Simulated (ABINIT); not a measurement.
Runs of ABINIT 10.8.3 (patched build) on Pb. The structure is cubic, space group Fm-3m (No. 225). Conventional cell: a = 4.950 Å, b = 4.950 Å, c = 4.950 Å, α = 90.00°, β = 90.00°, γ = 90.00°. Around Pb (site symmetry m-3m) lie 12 Pb at 3.50 Å. 

```tsv
task	level	potentials or basis	spin	cutoff (eV)	fine-grid cutoff	gap on the mesh (eV)	pressure (GPa)	V0 of scaled cells (Å³/atom)	B0 (GPa)
band structure	BLYP	JTH PAW PBE v2.0 sp	off	408	816.342 eV	none	6.1	-	-
band structure	LDA-VWN	JTH PAW LDA v2.0 sp	off	408	816.342 eV	none	-2.1	-	-
band structure	PBEsol	JTH PAW PBE v2.0 sp	off	408	816.342 eV	none	-0.4	-	-
band structure	HLE16	JTH PAW PBE v2.0 sp	off	408	816.342 eV	none	-10.3	-	-
equation of state	BLYP+D3(BJ)	JTH PAW PBE v2.0	off	463	925.187 eV	-	-	30.76	(a)
band structure	LDA	PseudoDojo NC SR LDA v0.4 stringent	off	980	-	none	(b)	-	-
equation of state	PW91	JTH PAW PBE v2.0 sp	off	408	816.342 eV	-	-	31.82	41
band structure	PBEsol	JTH PAW PBE v2.0	SOC, no magnetisation	463	925.187 eV	none	-	-	-
band structure	PBEsol	JTH PAW PBE v2.0	off	463	925.187 eV	none	-	-	-
band structure	HCTH407	JTH PAW PBE v2.0	SOC, no magnetisation	463	925.187 eV	none	-	-	-
band structure	rSCAN	JTH PAW PBE v2.0 sp	off	490	979.61 eV	none	1.3	-	-
```

Alike in all rows: cell as given; k mesh 9 × 9 × 9; smearing fermi-dirac 0.05 eV.

Q: Estimate the missing entries.

A: (a) 44; (b) -2.9.

Caveats: the PAW data sets were made with another functional, which shifts forces and pressure a little (some runs); spin-orbit coupling is left out, which moves the levels of the heavy elements (some runs); this set keeps more shells in the core, which shifts pressures and gaps (some runs); pressures at fixed basis lie under the slope of the energies (some runs); the potentials were made for a functional far from this one (some runs); the potentials were made for another functional, which shifts forces and pressure (some runs).

A k mesh can miss the band edges, and rows without SOC leave out spin-orbit coupling on Pb.

A gap of «none» marks a metal or a gap under the smearing width.

The runs don't all hold the same shells in valence.
